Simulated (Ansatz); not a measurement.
This Ge structure is the end of a relaxation. The cell was found from a structure generator's guess, not taken from experiment.

Theory: DFT PBE, scalar-relativistic, plane waves, PAW (Ansatz). Cutoff 420 eV, Γ-centred mesh, Gaussian smearing, no spin polarisation.

```
Ge
1.0
     4.06756    0.00000    0.00000
    -2.03378    3.52261    0.00000
     0.00000    0.00000   19.99131
Ge
12
Direct
  0.00000 0.00000 0.18714
  0.00000 0.00000 0.68714
  0.00000 0.00000 0.31286
  0.00000 0.00000 0.81286
  0.33333 0.66667 0.52081
  0.66667 0.33333 0.02081
  0.33333 0.66667 0.97919
  0.66667 0.33333 0.47919
  0.33333 0.66667 0.64533
  0.66667 0.33333 0.14533
  0.33333 0.66667 0.85467
  0.66667 0.33333 0.35467
```

Energies count from the standard state of Ge at the same level.

Problem. Find its symmetry and describe it.

Solution. P6_3/mmc (No. 194). Conventional cell: a = 4.068 Å, c = 19.991 Å. Ge on its first site has 4 Ge at 2.49–2.51 Å; Ge on its second site has 4 Ge at 2.49 Å; Ge on its third site has 4 Ge at 2.49 Å.

Problem. How far does it lie from the standard state of Ge?

Solution. +0.003 eV/atom. It is level with the standard state within the noise.

Problem. Is it a metal?

Solution. No, the gap on the 12×12×2 mesh is 0.06 eV.

Problem. From what recipe could a structure generator have reached it?

Solution. One such recipe: 4-connected net of one element (P6_3/mmc, No. 194). Other recipes can lead to the same cell.

The last run used a 12×12×2 mesh (in the run's order of axes) for its 12-atom cell and Gaussian smearing of 0.01 eV. Small gaps are read on the mesh alone, and bands can cross between its points. Symmetry constrained the relaxation, so the result can be a saddle point.
